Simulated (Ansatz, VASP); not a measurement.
**One calculation of Pd, two programs**

```
Pd
1.0
    -1.56393    1.56393    1.56393
     1.56393   -1.56393    1.56393
     1.56393    1.56393   -1.56393
Pd
1
Direct
  0.00000 0.00000 0.00000
```

Alike in both runs: task single point; functional RPBE; k mesh 16 × 16 × 16; occupations fermi-dirac, width 0.1 eV; no spin polarisation.

|  | VASP | Ansatz |
| --- | --- | --- |
| version | VASP 6.6.1 | Ansatz 0.2.0 |
| potentials or method | VASP PAW PBE potentials, release 64 (Pd) | plane waves (420 eV) with PAW, scalar-relativistic |
| plane-wave cutoff (eV) | 520 | 420 |
| valence electrons in the cell | 10 | 18 |

|  | VASP | Ansatz | Ansatz less VASP |
| --- | --- | --- | --- |
| pressure (GPa) | 6.2 | 6.5 | +0.29 |

The two sets of potentials don't hold the same shells in valence.

Caveats: the PAW data sets were made with another functional, which shifts forces and pressure a little (VASP).
